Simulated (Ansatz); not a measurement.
# HfSiO4 (I4_1/amd): the equilibrium volume, part 1 of 2

Aim: the volume at which the pressure of HfSiO4 (I4_1/amd) vanishes.

Computed with Ansatz 0.2.0 (DFT PBE, scalar-relativistic, plane waves, PAW, unless a step's input says otherwise).

3 further runs of the same task are left out: 3 set aside as unsound or not needed.

## 1. The structure to begin with

Symmetry: I4_1/amd, No. 141, tetragonal system. Conventional cell: a = 6.553 Å, b = 6.553 Å, c = 5.964 Å, α = 90.00°, β = 90.00°, γ = 90.00°. Hf (site symmetry -4m2) is surrounded by 8 O at 2.10 to 2.26 Å. Si (site symmetry -4m2) has 4 O at 1.62 Å as nearest neighbours. O (site symmetry m) is surrounded by 1 Si at 1.62 Å and 2 Hf at 2.10 to 2.26 Å.

Structure file:

```
CELL_PARAMETERS angstrom
-3.27670 3.27670 2.98225
3.27670 -3.27670 2.98225
3.27670 3.27670 -2.98225
ATOMIC_POSITIONS crystal
Hf 0.00000 0.00000 0.00000
Hf 0.75000 0.25000 0.50000
Si 0.25000 0.75000 0.50000
Si 0.50000 0.50000 0.00000
O 0.13409 0.31920 0.81489
O 0.06920 0.75431 0.68511
O 0.06920 0.38409 0.31489
O 0.50431 0.31920 0.18511
O 0.68080 0.49569 0.81489
O 0.61591 0.93080 0.68511
O 0.24569 0.93080 0.31489
O 0.68080 0.86591 0.18511
```

## 2. At the starting volume (PBE, 4×4×4 mesh)

File input.yaml:

```yaml
crystal:
  lattice:
    - [-3.2767016805, 3.2767016805, 2.9822469604]
    - [3.2767016805, -3.2767016805, 2.9822469604]
    - [3.2767016805, 3.2767016805, -2.9822469604]
  atoms:
    - { symbol: Hf, position: [0.0, 0.0, 0.0] }
    - { symbol: Hf, position: [0.75, 0.25, 0.5] }
    - { symbol: Si, position: [0.25, 0.75, 0.5] }
    - { symbol: Si, position: [0.5, 0.5, 0.0] }
    - { symbol: O, position: [0.13408755, 0.31920077, 0.81488678] }
    - { symbol: O, position: [0.06920077, 0.75431398, 0.68511322] }
    - { symbol: O, position: [0.06920077, 0.38408755, 0.31488678] }
    - { symbol: O, position: [0.50431398, 0.31920077, 0.18511322] }
    - { symbol: O, position: [0.68079923, 0.49568602, 0.81488678] }
    - { symbol: O, position: [0.61591245, 0.93079923, 0.68511322] }
    - { symbol: O, position: [0.24568602, 0.93079923, 0.31488678] }
    - { symbol: O, position: [0.68079923, 0.86591245, 0.18511322] }
basis:
  ecutwfc: 420
kpoints:
  mp_grid: { grid: [4, 4, 4] }
hamiltonian:
  xc: pbe
scf:
  occupations: { method: gaussian, width: 0.1 }
output:
  forces: true
  stress: true
  eigenvalues: true
```

Command:

```sh
> ansatz run input.yaml --threads 8 --pin off --max-ram 16384MiB --backend cpu --events-out ev --progress --plain --runs-dir out
```

The program printed, shortened:

```text
Warning: RAYON_NUM_THREADS=8 ignored (pool sized by the plan → 8); use --threads N
[...]
Pseudopotentials: kind: paw
Pseudopotential: Hf, paw, valence charge 26, recommended cutoff 420 eV (normal), Hf.paw.azcp
Pseudopotential: Si, paw, valence charge 4, recommended cutoff 420 eV (normal), Si.paw.azcp
Pseudopotential: O, paw, valence charge 6, recommended cutoff 420 eV (normal), O.paw.azcp
Functional definition: PBE
[...]
Crystal: 12 atoms, lattice volume = 128.079 Å³
Basis set: ecut = 420 eV, 2497 PW (Γ), exchange–correlation on 80×80×80 points (8 copies of the dense FFT grid, shifted against one another)
Bands: 66, of which v1, the nominal top of the filled ones, is band 54 counted from 1 (53 counted from 0)
Symmetry: 16 space group operations
Space group: I41/amd (ITA 141), of the structure as read, at distance tolerance 5.0e-5 Å
k-points: 13 of 64
[...]
SCF iter   1: F=—  HF=-37271.626364 eV  |F-HF|=—  |Δ(HF+E_count)|=         —  Δρ=2.00e-3  dr2=3.92e-3  ethr=1.77e-3  ⟨swp⟩=6.2  Hψ=3447  notcnv=0
[...]
SCF iter   8: F=-37271.628580 eV  HF=-37271.628580 eV  |F-HF|=2.82e-9  |Δ(HF+E_count)|=   5.19e-8  Δρ=1.78e-6  dr2=3.93e-9  ethr=9.26e-11  ⟨swp⟩=6.3  Hψ=3072  notcnv=0
[...]
SCF converged after 8 iterations
Free energy (F): -37271.628580 eV
[...]
E sigma→0 (E₀):  -37271.628580 eV
Fermi energy:    12.928477 eV
[...]
--- Forces (eV/Å), atoms counted from 1 ---
  atom   1  Hf     0.00000000     0.00000000     0.00000000
  atom   2  Hf     0.00000000     0.00000000     0.00000000
  atom   3  Si     0.00000000     0.00000000     0.00000000
  atom   4  Si     0.00000000     0.00000000     0.00000000
  atom   5  O      0.00000000    -0.07525590    -0.02193776
  atom   6  O      0.07525590     0.00000000    -0.02193776
  atom   7  O     -0.07525590    -0.00000000    -0.02193776
  atom   8  O      0.00000000     0.07525590    -0.02193776
[...]
--- Stress (GPa, compression-positive) ---
        8.478911       0.000000      -0.000000
        0.000000       8.478911      -0.000000
       -0.000000       0.000000       8.423737
  P = ⅓ Tr σ = 8.4605 GPa (84.605 kbar)
--- Band table (eV; the first three rows and the last of 13) ---
[...]
```

It took 1.4 s on 8 threads of Arm Neoverse V1, shared host; peak memory 0.71 GiB.

In short: volume 10.673 Å³/atom, pressure 8.46 GPa, mesh gap 5.52 eV.

## 3. Relaxing cell and atoms (PBE, 4×4×4 mesh)

input.yaml: that of step 2 with these lines changed.

```diff
@@ -30 +30,6 @@
   eigenvalues: true
+relax:
+  adjacent_minimum: "off"
+  f_tol: 0.05
+  max_steps: 80
+  cell: { stress_tol: 0.5 }
```

Command:

```sh
> ansatz run input.yaml --threads 8 --pin off --max-ram 16384MiB --backend cpu --events-out ev --progress --plain --runs-dir out
```

The program printed:

```text
Warning: RAYON_NUM_THREADS=8 ignored (pool sized by the plan → 8); use --threads N
Engine: ansatz 0.2.0, aarch64-unknown-linux-gnu
Pseudopotentials: kind: paw
Pseudopotential: Hf, paw, valence charge 26, recommended cutoff 420 eV (normal), Hf.paw.azcp
Pseudopotential: Si, paw, valence charge 4, recommended cutoff 420 eV (normal), Si.paw.azcp
Pseudopotential: O, paw, valence charge 6, recommended cutoff 420 eV (normal), O.paw.azcp
Functional definition: PBE
  parameter kappa = 0.804
  parameter beta = 0.06672455060314922
  exchange = pbe_x(kappa = kappa, mu = beta*pi^2/3)
  correlation = pbe_c(beta = beta)
Crystal: 12 atoms, lattice volume = 128.079 Å³
Basis set: ecut = 420 eV, 2497 PW (Γ), exchange–correlation on 80×80×80 points (8 copies of the dense FFT grid, shifted against one another)
Bands: 66, of which v1, the nominal top of the filled ones, is band 54 counted from 1 (53 counted from 0)
Symmetry: 16 space group operations
Space group: I41/amd (ITA 141), of the structure as read, at distance tolerance 5.0e-5 Å
k-points: 13 of 64
Non-local potential: Hf, projectors of the file, l = 0: 3, l = 1: 2, l = 2: 2, l = 3: 3
Non-local potential: Si, projectors of the file, l = 0: 2, l = 1: 2, l = 2: 2
Non-local potential: O, projectors of the file, l = 0: 2, l = 1: 2, l = 2: 1
PAW form: soft (Blöchl's): semilocal exchange-correlation on the pseudo side does not see the compensation charge
PAW one-centre angular grid: Hf, 590 points (default); XC on 64 Gauss nodes
PAW one-centre angular grid: Si, 110 points (default); XC on 64 Gauss nodes
PAW one-centre angular grid: O, 110 points (default); XC on 64 Gauss nodes
Initial density: superposition of atomic densities (neutral atoms: chi_scale 0, normalization atom), corrected by the library's trained network
Initial wavefunctions: pseudopotential atomic-orbital guess
Functional: x = pbe(κ = 0.804, μ = 0.2195149727645171), c = pbe(β = 0.06672455060314922)
SCF iter   1: F=—  HF=-37271.626364 eV  |F-HF|=—  |Δ(HF+E_count)|=         —  Δρ=2.00e-3  dr2=3.92e-3  ethr=1.77e-3  ⟨swp⟩=6.2  Hψ=3447  notcnv=0
preconditioner: auto → Resta (q_TF=auto, 2.652 Å⁻¹)  ε∞=4.6  [insulator: Δε(μ)=5.495 eV  Ē_g=17.715 eV  σ=0.100 eV  W_gap=1.00  n_scr=42 (ndim 8)  ℏωp=33.5 eV  f_vac=0.042  D(μ)=0.00/eV (n_scr^D=0)  ε∞_Penn≈4.6]
SCF iter   2: F=—  HF=-37271.627827 eV  |F-HF|=—  |Δ(HF+E_count)|=   1.46e-3  Δρ=1.13e-3  dr2=8.73e-4  ethr=3.63e-6  ⟨swp⟩=2.0  Hψ=1652  notcnv=0
SCF iter   3: F=—  HF=-37271.628545 eV  |F-HF|=—  |Δ(HF+E_count)|=   7.17e-4  Δρ=3.29e-4  dr2=1.55e-4  ethr=8.08e-7  ⟨swp⟩=2.1  Hψ=1402  notcnv=0
SCF iter   4: F=—  HF=-37271.628568 eV  |F-HF|=—  |Δ(HF+E_count)|=   2.36e-5  Δρ=1.31e-4  dr2=2.75e-5  ethr=1.44e-7  ⟨swp⟩=2.0  Hψ=1501  notcnv=0
SCF iter   5: F=—  HF=-37271.628579 eV  |F-HF|=—  |Δ(HF+E_count)|=   1.12e-5  Δρ=6.24e-5  dr2=7.47e-6  ethr=2.54e-8  ⟨swp⟩=2.8  Hψ=1675  notcnv=0
SCF iter   6: F=—  HF=-37271.628580 eV  |F-HF|=—  |Δ(HF+E_count)|=   5.10e-7  Δρ=3.56e-5  dr2=1.43e-6  ethr=6.92e-9  ⟨swp⟩=2.0  Hψ=1499  notcnv=0
SCF iter   7: F=—  HF=-37271.628580 eV  |F-HF|=—  |Δ(HF+E_count)|=   1.64e-7  Δρ=1.22e-5  dr2=1.46e-7  ethr=1.33e-9  ⟨swp⟩=2.0  Hψ=1397  notcnv=0
SCF iter   8: F=-37271.628580 eV  HF=-37271.628580 eV  |F-HF|=2.84e-9  |Δ(HF+E_count)|=   5.19e-8  Δρ=1.78e-6  dr2=3.93e-9  ethr=9.26e-11  ⟨swp⟩=9.1  Hψ=3416  notcnv=0
SCF 1 converged in 8 iterations: F = -37271.628580 eV  dr2 = 3.93e-9
relax step   1: F+E_penalty+E_count = -37271.62858006 eV  Δ(F+E_penalty+E_count) = +0.000e0 eV  max|allowed force component| = 7.526e-2 eV/Å  Δτ_max = 0.0000 Å  P = +8.461 GPa  Ω = 128.079 Å³  (8 SCF iters, dr2 threshold 1.00e-7 eV, accepted)
[... 14 lines left out ...]
relax step   2: F+E_penalty+E_count = -37271.70563778 eV  Δ(F+E_penalty+E_count) = -7.706e-2 eV  max|allowed force component| = 3.028e-1 eV/Å  Δτ_max = 0.0118 Å  P = +0.446 GPa  Ω = 132.569 Å³  energy of the carried Pulay correction = -2.081e-2 eV  (7 SCF iters, dr2 threshold 1.20e-6 eV, accepted)
[... 9 lines left out ...]
relax step   3: F+E_penalty+E_count = -37271.72088017 eV  Δ(F+E_penalty+E_count) = -1.524e-2 eV  max|allowed force component| = 6.669e-2 eV/Å  Δτ_max = 0.0075 Å  P = +0.174 GPa  Ω = 132.484 Å³  energy of the carried Pulay correction = -2.042e-2 eV  (5 SCF iters, dr2 threshold 1.20e-6 eV, accepted)
[... 8 lines left out ...]
relax step   4: F+E_penalty+E_count = -37271.72139066 eV  Δ(F+E_penalty+E_count) = -5.105e-4 eV  max|allowed force component| = 2.112e-2 eV/Å  Δτ_max = 0.0018 Å  P = +0.041 GPa  Ω = 132.525 Å³  energy of the carried Pulay correction = -2.061e-2 eV  (4 SCF iters, dr2 threshold 2.78e-7 eV, accepted)
[... 9 lines left out ...]
relax step   5: F+E_penalty+E_count = -37271.74649934 eV  Δ(F+E_penalty+E_count) = -2.511e-2 eV  max|allowed force component| = 2.164e-2 eV/Å  Δτ_max = 0.0000 Å  P = +0.377 GPa  Ω = 132.525 Å³  stress off target by 3.98e-1 GPa  SCF on the basis re-selected at this cell (its energy is not comparable with the rows above)  (5 SCF iters)
basis re-selected at this cell: Δ(F+E_penalty+E_count) = -2.511e-2 eV, ΔP = +0.336 GPa vs the last step (what re-selecting the basis moved, of the pressure what is left beyond the Pulay correction that the steps carried, after the strain that the cell walked since its last selection, with what the two solves' SCF thresholds leave and, on support functions, any second-order correction that the steps lacked; it is no measure of the basis error at this ecutwfc). This SCF's stress stands 3.98e-1 GPa from its target on what of the cell is left free (relax.cell.stress_tol is 5.00e-1 GPa) and its largest allowed force component is 2.16e-2 eV/Å (relax.f_tol is 5.00e-2 eV/Å): within both
SCF converged after 5 iterations
Free energy (F): -37271.746499 eV
Harris-Foulkes:  -37271.746499 eV  (|F-HF|=1.11e-8)
Internal energy: -37271.746499 eV  (E = F + TS)
E sigma→0 (E₀):  -37271.746499 eV
Fermi energy:    12.328499 eV
--- Per-component energies (eV) ---
  E_band       = -254.350358
  E_kinetic    = 2342.273669
  E_local      = -16103.611009  (includes V_loc(G=0)·N_el)
  E_nonlocal   = -2054.168229
  E_hartree    = 7192.118045
  E_xc         = -1303.307342
  E_vxc        = -1382.864544  (∫ρ·V_xc dr)
  E_paw        = -16146.312625  (= ΣΔE_a)
  E_vpaw       = 2559.755403  (= ΣTr[D̂ρ^β])
  E_aug_tail   = 0.020001  (compensation charges beyond the density's cutoff)
  E_ewald      = -11198.759010
  E_smearing   = -0.000000  (= −TS)
  E_closure    = -0.000000  (closes the sum)
  Σ components = -37271.746499   (vs F -37271.746499, Δ=0.00e0)
--- Forces (eV/Å), atoms counted from 1 ---
  atom   1  Hf     0.00000000     0.00000000     0.00000000
  atom   2  Hf    -0.00000000    -0.00000000     0.00000000
  atom   3  Si     0.00000000    -0.00000000     0.00000000
  atom   4  Si     0.00000000    -0.00000000     0.00000000
  atom   5  O      0.00000000     0.01679687    -0.02163995
  atom   6  O     -0.01679687    -0.00000000    -0.02163995
  atom   7  O      0.01679687     0.00000000    -0.02163995
  atom   8  O      0.00000000    -0.01679687    -0.02163995
  atom   9  O      0.01679687     0.00000000     0.02163995
  atom  10  O     -0.00000000    -0.01679687     0.02163995
  atom  11  O      0.00000000     0.01679687     0.02163995
  atom  12  O     -0.01679687    -0.00000000     0.02163995
  max |Σ_I F_I| component: 6.94e-18 eV/Å
--- Stress (GPa, compression-positive) ---
        0.365784       0.000000      -0.000000
        0.000000       0.365784      -0.000000
        0.000000       0.000000       0.398328
  P = ⅓ Tr σ = 0.3766 GPa (3.766 kbar)
--- Band table (eV; the first three rows and the last of 13) ---
  k-point 0: bands = ["-50.8528", "-50.8454", "-19.6324", "-19.6324", "-19.5639", "-19.5539", "-19.4715", "-19.4715", "-9.3764", "-8.3787", "-7.5975", "-7.4880", "-7.0268", "-7.0268", "-6.9910", "-6.9910", "-0.7528", "-0.7489", "-0.7453", "-0.7453", "-0.7330", "-0.7330", "-0.7282", "-0.7276", "-0.7275", "-0.7229", "-0.7163", "-0.7163", "-0.7155", "-0.7155", "2.0573", "3.6185", "3.9692", "4.4580", "4.4580", "5.1924", "5.4440", "5.7131", "6.4462", "6.6078", "6.6078", "6.8238", "7.2393", "7.2393", "8.1231", "8.1231", "8.8764", "8.8764", "8.9114", "8.9771", "9.0821", "9.0821", "9.1383", "9.6613", "15.3377", "15.6323", "15.6558", "15.7670", "15.7670", "16.6368", "16.7193", "16.8960", "16.8960", "17.6011", "18.7196", "19.2946"]
[... 3 lines left out ...]
--- Relaxed structure (4 steps of the walk, 4 accepted, 1 SCFs on fresh bases) ---
  F+E_penalty+E_count = -37271.74649934 eV   max|allowed force component| = 2.164e-2 eV/Å   (the final SCF, on the basis selected at the relaxed cell)
  cell:  # Å, volume = 132.5254 Å³
    - [-3.319754525771853, 3.319754525771853, 3.006264616358292]
    - [3.319754525771853, -3.319754525771853, 3.006264616358292]
    - [3.319754525771853, 3.319754525771853, -3.006264616358292]
  atoms:
    - { symbol: Hf, position: [4.72122822191227e-20, 6.978809715128554e-20, 4.428995753867076e-20] }
    - { symbol: Hf, position: [0.7499999999999999, 0.25, 0.49999999999999994] }
    - { symbol: Si, position: [0.25, 0.7499999999999999, 0.49999999999999994] }
    - { symbol: Si, position: [0.49999999999999994, 0.49999999999999994, 4.4289957538671175e-20] }
    - { symbol: O, position: [0.13479602964128132, 0.31931235293004034, 0.8154836767112408] }
    - { symbol: O, position: [0.06931235293004041, 0.7538286762187993, 0.6845163232887589] }
    - { symbol: O, position: [0.06931235293004048, 0.3847960296412813, 0.31548367671124095] }
    - { symbol: O, position: [0.5038286762187995, 0.3193123529300404, 0.18451632328875905] }
    - { symbol: O, position: [0.6806876470699594, 0.49617132378120044, 0.8154836767112408] }
    - { symbol: O, position: [0.6152039703587185, 0.9306876470699594, 0.684516323288759] }
    - { symbol: O, position: [0.24617132378120044, 0.9306876470699594, 0.3154836767112409] }
    - { symbol: O, position: [0.6806876470699594, 0.8652039703587184, 0.18451632328875905] }
```

Run time: 6.8 s. Hardware: 8 threads of Arm Neoverse V1, shared host; peak memory 0.76 GiB.

The steps of the relaxation:

| step | energy from step 1 (meV/atom) | largest force component (eV/Å) | pressure (GPa) | volume (Å³/atom) |
| --- | --- | --- | --- | --- |
| 1 | 0.0 | 0.075 | 8.46 | 10.673 |
| 2 | -6.4 | 0.303 | 0.45 | 11.047 |
| 3 | -7.7 | 0.067 | 0.17 | 11.040 |
| 4 | -7.7 | 0.021 | 0.04 | 11.044 |
| 5 | -9.8 | 0.022 | 0.38 | 11.044 |

Step 1 is the start. Step 5 repeats the geometry before it on a plane-wave basis chosen anew for the final cell, which shifts the energy by -2.1 meV/atom. The run keeps the 16 symmetry operations that it found, so it can't reach a distortion that breaks them.

Read off: volume 11.044 Å³/atom, pressure 0.38 GPa, mesh gap 5.34 eV.

(Continued in part 2 of 2.)
